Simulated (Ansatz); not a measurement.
A crystal relaxed with r2SCAN in Ansatz has space group Pbca (No. 61) and a = 4.742 Å, b = 9.294 Å, c = 4.869 Å.

| atom | site | x | y | z |
| --- | --- | --- | --- | --- |
| Mg | 8c | 0.2738 | 0.1170 | 0.0304 |
| Xx | 8c | 0.5128 | 0.4745 | 0.2423 |
| Xx | 8c | 0.3390 | 0.7039 | 0.3786 |

With r2SCAN the gap is 2.59 eV and direct, at Γ. With HSE06 the gap is 2.96 eV and direct, at Γ. PBE gives a direct gap of 2.03 eV at Γ. Meshes: r2SCAN 6×4×6, HSE06 4×2×4, PBE 6×4×6. r2SCAN's ε∞ is 4.3, 4.2 and 4.2 along x, y and z.

Task: Which element is Xx?
A. Cs
B. Rb
C. I
D. H

Result: D. Xx is H: MgH₂ (Pbca) from a database structure. Around Mg lie 7 H at 1.90–2.16 Å; around H lie 4 Mg at 1.99–2.16 Å; around H lie 3 Mg at 1.90–2.05 Å.

Calculated for a static, non-magnetic cell.

The meshes of the hybrids are coarse, so their gaps aren't converged to the digits shown.

For a response run the program warns that the ground state's bands aren't all converged, so ε∞ carries an extra error.
